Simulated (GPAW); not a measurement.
**CdS (Greenockite): G0W0 on several meshes in GPAW**

Aim: the GW shift of CdS (Greenockite) against the k mesh.

Main program and level: GPAW 26.7.0; PBE and many-body steps on it, plane waves.

The database entry behind the starting cell differs from later determinations by our own check (about 0.35 % long), so it need not match the best structure at ambient conditions.

## (1) The structure

It takes space group P6_3mc (No. 186, hexagonal). The conventional cell has a = 4.150 Å, b = 4.150 Å, c = 6.737 Å, α = 90.00°, β = 90.00°, γ = 120.00°. Cd has 4 S at 2.53 to 2.54 Å nearest. S has 4 Cd at 2.53 to 2.54 Å nearest. Farther neighbours and most contacts between anions are not listed.

As a file:

```
Cd S
1.0
     4.15000    0.00000    0.00000
    -2.07500    3.59401    0.00000
     0.00000    0.00000    6.73700
Cd S
2 2
Cartesian
  0.0000 2.3960 0.0000
  2.0750 1.1980 3.3685
  0.0000 2.3960 2.5264
  2.0750 1.1980 5.8949
```

The cell and positions come from the Crystallography Open Database and are kept as given unless a step says otherwise.

## (2) Empty states on the mesh, 3×3×4 mesh, 655 bands

This step: GPAW 26.7.0; DFT, PBE, plane waves, PAW.

The sums over transitions need many empty states on a uniform mesh; this step solves for them.

run.py reads:

```python
import json
import numpy as np
from gpaw.mpi import world
from gpaw import GPAW

calc = GPAW('gs.gpw').fixed_density(kpts={'size': (3, 3, 4), 'gamma': True},
    parallel={'domain': 1, 'band': 1},
    txt='nscf.txt')
calc.diagonalize_full_hamiltonian(nbands=655)
calc.write('full.gpw', mode='all')
res = {}
kpts = calc.get_ibz_k_points()
res['kpts'] = kpts
res['eigenvalues'] = [calc.get_eigenvalues(kpt=k) for k in range(len(kpts))]
res['n_electrons'] = calc.get_number_of_electrons()

if world.rank == 0:
    with open('result.json', 'w') as f:
        json.dump(res, f, default=lambda x: x.tolist())
```

The run is started by

```
> mpirun -n 8 gpaw python run.py
```

Numbers of over 12 decimals in the logs are rounded to 6 here.

The program printed:

```text
Diagonalizing LCAO Hamiltonian
Converting LCAO to pw mode
convergence criteria:
- Maximum integral of absolute [eigenst]ate change: 4e-08 eV^2 / valence electron
maximum number of iterations: 100

SCF iterations
|iter     |     time |      energy | eigst |  dens |
|iter:   1|  |             | +0.68 |       |
|iter:   2|  |             | -0.97 |       |
|iter:   3|  |             | -2.11 |       |
[...]
|iter:   9|  |             | -6.88 |       |
|iter:  10|  |             | -7.40 |       |
|iter:  11|  |             | -7.90c|       |
SCF steps: 11
  __  _  _
 | _ |_)|_||  |
 |__||  | ||/\| - 26.7.0

Input parameters:
  mode=PW(ecut=450.000000),
  convergence={'density': 1e-06, 'bands': -3},
  gpts=array([21, 21, 35]),
  kpts=MonkhorstPack(size=(3, 3, 4), gamma=True),
  maxiter=100,
  nbands=26,
  occupations=Occupations(name='fermi-dirac', width=0.001, fixmagmom=False),
  parallel={'domain': 1, 'band': 1},
  xc=XC(name='PBE')
Matrix size: 2189x2189
# Writing to full.gpw (mode='all')
  [... matrices ...]

timing:  # [seconds]
  Total: 15.135  # ━━━━━━━━━━━━━━━━━━━━━━━━━━━━━━━━━━━━━━━━━━━━━━━━━━━━━━━━━━
```

The job ended after 19 s (8 MPI ranks of Intel Xeon 6975P-C (Granite Rapids), shared host; peak memory 3.9 GiB).

Numbers from this step:

* gap: 1.178 eV
* k of the valence top: 0, 0, 0
* k of the conduction bottom: 0, 0, 0
* least direct gap: 1.178 eV
* k points computed: 10
* lowest point of the top converged band, above the valence top: 189.7169 eV

On this mesh the gap is 1.178 eV.

## (3) 3×3×4

Now the one-shot GW correction: screening in the RPA, then the self-energy of the levels asked for.

This step: G0W0 on PBE, plane waves, PAW.

run.py reads:

```python
import json
import numpy as np
from gpaw.mpi import world
from gpaw.response.g0w0 import G0W0

gw = G0W0('full.gpw',
    filename='gw',
    kpts=[0],
    bands=(16, 20),
    ecut=120,
    nbands=299,
    integrate_gamma='WS',
    ppa=True)
gw.calculate()
res = {mode: {k: v for k, v in r.items() if k != 'sigma_eskwn'}
       for mode, r in gw.all_results.items()}

if world.rank == 0:
    with open('result.json', 'w') as f:
        json.dump(res, f, default=lambda x: x.tolist())
```

The run is started by

```
> mpirun -n 8 gpaw python run.py
```

The program printed:

```text
Using integrator: PointIntegrator
FrequencyGridDescriptor(from 0.000+0.000j to 0.000+27.211j eV, 2 points)
Nonperiodic BCs:  [False False False]
Using integrator: PointIntegrator
FrequencyGridDescriptor(from 0.000+0.000j to 0.000+27.211j eV, 2 points)
Nonperiodic BCs:  [False False False]
  ___  _ _ _
 |   || | | |
 | | || | | |
 |__ ||_____|
 |___|

BZ k-points: Symmetries present (total): 6

  [... matrices ...]
36 k-points: 3 x 3 x 4 Monkhorst-Pack grid + [0.000000,0.000000,1/8]
10 k-points in the irreducible part of the Brillouin zone
       k-points in crystal coordinates                weights
   0:     0.00000000    0.00000000    0.00000000          1/36
   1:     0.00000000    0.00000000    0.25000000          2/36
   2:     0.00000000    0.00000000    0.50000000          1/36
   3:     0.33333333    0.00000000   -0.25000000          6/36
   4:     0.33333333    0.00000000    0.00000000          6/36
   5:     0.33333333    0.00000000    0.25000000          6/36
   6:     0.33333333    0.00000000    0.50000000          6/36
   7:     0.33333333    0.33333333    0.00000000          2/36
   8:     0.33333333    0.33333333    0.25000000          4/36
   9:     0.33333333    0.33333333    0.50000000          2/36

Distributing spins, k-points and bands (1 x 1 x 4) over 8 processes
Number of blocks: 1

Quasi particle states:
k-points (IBZ indices): [0]
Band range: (16, 20)
  [... matrices ...]
Computational parameters:
Plane wave cut-off: 120 eV
Number of bands: 299
Coulomb cutoff: None
Broadening: 0.1 eV

fxc modes: GW
Kernel: RPA
Using Godby-Needs plasmon-pole approximation:
  Fitting energy: i*E0, E0 = 1.000 Hartree
Summing all q:

Calculating screened Coulomb potential
No Coulomb truncation
FrequencyGridDescriptor(from 0.000+0.000j to 0.000+27.211j eV, 2 points)
Removing empty qpoint cache files...

Calculating chi0 body with:
    Ground state adapter containing:
    Number of spins: 1
    Number of kpoints: 36
    Number of irreducible kpoints: 10
    Number of completely occupied states: 18
    Number of partially occupied states: 18
    Occupied states memory: 4.239349 M / cpu

    Linear response parametrization:
    q_c: [0.0, 0.0, 0.0]
    Number of frequency points: 2
    Planewave cutoff: 120.0
    Number of bands: 299
    Number of planewaves: 313
    Broadening (eta): 1e-06
    comm.size: 8
    kncomm.size: 8
    blockcomm.size: 1

    Memory estimate of potentially large arrays:
        chi0_wGG: 2.989777 M / cpu
Integrating chi0 body.

Symmetries of q_c:
    Direct symmetries (Uq -> q): 6
    Indirect symmetries (TUq -> q): 6
In total 12 allowed symmetries.

  [... matrices ...]
10 groups of equivalent kpoints. 72.222222% reduction.

Integral kind: response function
Integrating chi0 head and wings.

Symmetries of q_c:
    Direct symmetries (Uq -> q): 6
    Indirect symmetries (TUq -> q): 6
In total 12 allowed symmetries.

  [... matrices ...]
10 groups of equivalent kpoints. 72.222222% reduction.

Integral kind: response function wings

Calculating chi0 body with:
    Ground state adapter containing:
    Number of spins: 1
    Number of kpoints: 36
    Number of irreducible kpoints: 10
    Number of completely occupied states: 18
    Number of partially occupied states: 18
    Occupied states memory: 4.239349 M / cpu

[... the further q-points ...]

Results:
f:      Occupation numbers
eps:     KS-eigenvalues [eV]
vxc:     KS vxc [eV]
exx:     Exact exchange [eV]
sigma:   Self-energies [eV]
dsigma:  Self-energy derivatives
Z:       Renormalization factors
qp:      QP-energies [eV]

k-point 0 (0): (0.000, 0.000, 0.000)                GW
band       f     eps     vxc     exx   sigma  dsigma       Z      qp
                                                                   GW
  16   1.000   3.465 -18.082 -21.074   2.121  -0.276   0.784   2.782
  17   1.000   3.465 -18.082 -21.074   2.121  -0.276   0.784   2.782
  18   0.000   4.642 -12.428  -8.561  -3.592  -0.230   0.813   4.866
  19   0.000   6.238 -12.420  -7.969  -3.983  -0.232   0.812   6.618
```

Wall time 77 s (8 MPI ranks); peak memory 3.3 GiB; 9.6 min of CPU time.

This step gave:

```yaml
g0w0_gap_on_the_points_computed: 2.084 eV
least_direct_g0w0_gap_on_the_computed_points: 2.084 eV
z_at_the_valence_top: 0.7839
z_at_the_conduction_bottom: 0.8132
starting_gap_on_the_mesh: 1.178 eV
k_of_the_valence_top: 0, 0, 0
k_of_the_conduction_bottom: 0, 0, 0
```

The gap on the mesh goes from 1.18 eV to 2.08 eV, a correction of +0.91 eV.

## (4) Empty states on the mesh, 3×3×2 mesh, 309 bands

This step: DFT, PBE, plane waves, PAW.

run.py reads:

```python
import json
import numpy as np
from gpaw.mpi import world
from gpaw import GPAW

calc = GPAW('gs.gpw').fixed_density(kpts={'size': (3, 3, 2), 'gamma': True},
    parallel={'domain': 1, 'band': 1},
    txt='nscf.txt')
calc.diagonalize_full_hamiltonian(nbands=309)
calc.write('full.gpw', mode='all')
res = {}
kpts = calc.get_ibz_k_points()
res['kpts'] = kpts
res['eigenvalues'] = [calc.get_eigenvalues(kpt=k) for k in range(len(kpts))]
res['n_electrons'] = calc.get_number_of_electrons()

if world.rank == 0:
    with open('result.json', 'w') as f:
        json.dump(res, f, default=lambda x: x.tolist())
```

The run is started by

```
> mpirun -n 6 gpaw python run.py
```

The program printed:

```text
Diagonalizing LCAO Hamiltonian
Converting LCAO to pw mode
convergence criteria:
- Maximum integral of absolute [eigenst]ate change: 4e-08 eV^2 / valence electron
maximum number of iterations: 100

SCF iterations
|iter     |     time |      energy | eigst |  dens |
|iter:   1|  |             | +0.67 |       |
|iter:   2|  |             | -0.96 |       |
|iter:   3|  |             | -2.05 |       |
[...]
|iter:   9|  |             | -6.66 |       |
|iter:  10|  |             | -7.34 |       |
|iter:  11|  |             | -7.76c|       |
SCF steps: 11
  __  _  _
 | _ |_)|_||  |
 |__||  | ||/\| - 26.7.0

Input parameters:
  mode=PW(ecut=450.000000),
  convergence={'density': 1e-06, 'bands': -3},
  gpts=array([21, 21, 35]),
  kpts=MonkhorstPack(size=(3, 3, 2), gamma=True),
  maxiter=100,
  nbands=26,
  occupations=Occupations(name='fermi-dirac', width=0.001, fixmagmom=False),
  parallel={'domain': 1, 'band': 1},
  xc=XC(name='PBE')
Matrix size: 2189x2189
# Writing to full.gpw (mode='all')
  [... matrices ...]

timing:  # [seconds]
  Total: 8.520  # ━━━━━━━━━━━━━━━━━━━━━━━━━━━━━━━━━━━━━━━━━━━━━━━━━━━━━━━━━━━
```

The job ended after 15 s (6 MPI ranks; peak memory 2.8 GiB; 75 s of CPU time).

Numbers from this step:

```
gap                                                           : 1.178 eV
k of the valence top                                          : 0, 0, 0
k of the conduction bottom                                    : 0, 0, 0
least direct gap                                              : 1.178 eV
k points computed                                             : 6
lowest point of the top converged band, above the valence top : 109.0585 eV
```

On this mesh the gap is 1.178 eV.

## (5) 3×3×2

This step: G0W0 on PBE, plane waves, PAW.

run.py reads:

```python
import json
import numpy as np
from gpaw.mpi import world
from gpaw.response.g0w0 import G0W0

gw = G0W0('full.gpw',
    filename='gw',
    kpts=[0],
    bands=(16, 20),
    ecut=120,
    nbands=299,
    integrate_gamma='WS',
    ppa=True)
gw.calculate()
res = {mode: {k: v for k, v in r.items() if k != 'sigma_eskwn'}
       for mode, r in gw.all_results.items()}

if world.rank == 0:
    with open('result.json', 'w') as f:
        json.dump(res, f, default=lambda x: x.tolist())
```

The run is started by

```
> mpirun -n 8 gpaw python run.py
```

The program printed:

```text
Using integrator: PointIntegrator
FrequencyGridDescriptor(from 0.000+0.000j to 0.000+27.211j eV, 2 points)
Nonperiodic BCs:  [False False False]
Using integrator: PointIntegrator
FrequencyGridDescriptor(from 0.000+0.000j to 0.000+27.211j eV, 2 points)
Nonperiodic BCs:  [False False False]
  ___  _ _ _
 |   || | | |
 | | || | | |
 |__ ||_____|
 |___|

BZ k-points: Symmetries present (total): 6

  [... matrices ...]
18 k-points: 3 x 3 x 2 Monkhorst-Pack grid + [0.000000,0.000000,1/4]
6 k-points in the irreducible part of the Brillouin zone
       k-points in crystal coordinates                weights
   0:     0.00000000    0.00000000    0.00000000          1/18
   1:     0.00000000    0.00000000    0.50000000          1/18
   2:     0.33333333    0.00000000    0.00000000          6/18
   3:     0.33333333    0.00000000    0.50000000          6/18
   4:     0.33333333    0.33333333    0.00000000          2/18
   5:     0.33333333    0.33333333    0.50000000          2/18

Distributing spins, k-points and bands (1 x 1 x 4) over 8 processes
Number of blocks: 1

Quasi particle states:
k-points (IBZ indices): [0]
Band range: (16, 20)
  [... matrices ...]
Computational parameters:
Plane wave cut-off: 120 eV
Number of bands: 299
Coulomb cutoff: None
Broadening: 0.1 eV

fxc modes: GW
Kernel: RPA
Using Godby-Needs plasmon-pole approximation:
  Fitting energy: i*E0, E0 = 1.000 Hartree
Summing all q:

Calculating screened Coulomb potential
No Coulomb truncation
FrequencyGridDescriptor(from 0.000+0.000j to 0.000+27.211j eV, 2 points)
Removing empty qpoint cache files...

Calculating chi0 body with:
    Ground state adapter containing:
    Number of spins: 1
    Number of kpoints: 18
    Number of irreducible kpoints: 6
    Number of completely occupied states: 18
    Number of partially occupied states: 18
    Occupied states memory: 4.239349 M / cpu

    Linear response parametrization:
    q_c: [0.0, 0.0, 0.0]
    Number of frequency points: 2
    Planewave cutoff: 120.0
    Number of bands: 299
    Number of planewaves: 313
    Broadening (eta): 1e-06
    comm.size: 8
    kncomm.size: 8
    blockcomm.size: 1

    Memory estimate of potentially large arrays:
        chi0_wGG: 2.989777 M / cpu
Integrating chi0 body.

Symmetries of q_c:
    Direct symmetries (Uq -> q): 6
    Indirect symmetries (TUq -> q): 6
In total 12 allowed symmetries.

  [... matrices ...]
6 groups of equivalent kpoints. 66.666667% reduction.

Integral kind: response function
Integrating chi0 head and wings.

Symmetries of q_c:
    Direct symmetries (Uq -> q): 6
    Indirect symmetries (TUq -> q): 6
In total 12 allowed symmetries.

  [... matrices ...]
6 groups of equivalent kpoints. 66.666667% reduction.

Integral kind: response function wings

Calculating chi0 body with:
    Ground state adapter containing:
    Number of spins: 1
    Number of kpoints: 18
    Number of irreducible kpoints: 6
    Number of completely occupied states: 18
    Number of partially occupied states: 18
    Occupied states memory: 4.239349 M / cpu

[... the further q-points ...]

Results:
f:      Occupation numbers
eps:     KS-eigenvalues [eV]
vxc:     KS vxc [eV]
exx:     Exact exchange [eV]
sigma:   Self-energies [eV]
dsigma:  Self-energy derivatives
Z:       Renormalization factors
qp:      QP-energies [eV]

k-point 0 (0): (0.000, 0.000, 0.000)                GW
band       f     eps     vxc     exx   sigma  dsigma       Z      qp
                                                                   GW
  16   1.000   3.465 -18.082 -21.070   2.167  -0.281   0.781   2.824
  17   1.000   3.465 -18.082 -21.070   2.167  -0.281   0.781   2.824
  18   0.000   4.642 -12.428  -8.414  -3.767  -0.237   0.809   4.842
  19   0.000   6.238 -12.420  -7.966  -4.035  -0.237   0.808   6.577
```

Wall time 46 s (8 MPI ranks); peak memory 2.7 GiB; 4.9 min of CPU time.

This step gave:

```
G0W0 gap on the points computed              : 2.018 eV
least direct G0W0 gap on the computed points : 2.018 eV
Z at the valence top                         : 0.7807
Z at the conduction bottom                   : 0.8087
starting gap on the mesh                     : 1.178 eV
k of the valence top                         : 0, 0, 0
k of the conduction bottom                   : 0, 0, 0
```

Against G0W0 in GPAW (3×3×4 mesh, 299 bands, screening to 120 eV, Godby-Needs plasmon pole), the gap moves by −0.066 eV.

## (6) The runs together

Times are wall times on 8 MPI ranks of Intel Xeon 6975P-C (Granite Rapids), shared host, good to a factor of about two.

```
  run   mesh  bands  screening cutoff (eV)  DFT gap (eV)  gap on the mesh (eV)  direct (eV)  time
3×3×4  3×3×4    299                    120         1.178                 2.084        2.084  77 s
3×3×2  3×3×2    299                    120         1.178                 2.018        2.018  46 s
```

## (7) What came out

```
3×3×4        : 2.084 eV
3×3×2        : 2.018 eV
known limits : not at the basis limit; no spin-orbit coupling; coarse k mesh
```

In words: 3×3×2: −0.066 eV against 3×3×4. Bands and cutoff are finite, so the gap is not at the basis limit. The miss can reach some tenths of an eV and take either sign; the mesh is an error of its own. These stock PAW sets were not made for GW. In the G0W0 runs levels were corrected at 1 k point alone, so a gap called «on the mesh» is the least over those, and an edge elsewhere would be missed. The 3×3×4 mesh is coarse for this cell, which bears on the long-range parts of exchange and screening. The many-body steps are scalar-relativistic: spin-orbit coupling is not in them.

[Paths, hosts, dates, memory and timing lines, banners, echoed tables and standing remarks are left out of the program output.]

[Logs are printed without paths, hosts, clocks, repeated set-up lines and the standing remarks that a program may print on its own settings, such as how far it seeks lower states.]

[Runs of the session that timed out or met a known fault of the program may be left out.]

[Hosts, paths, dates, database ids (printed as entryN), source tags and the programs' standing remarks are cut or masked in the printed files.]
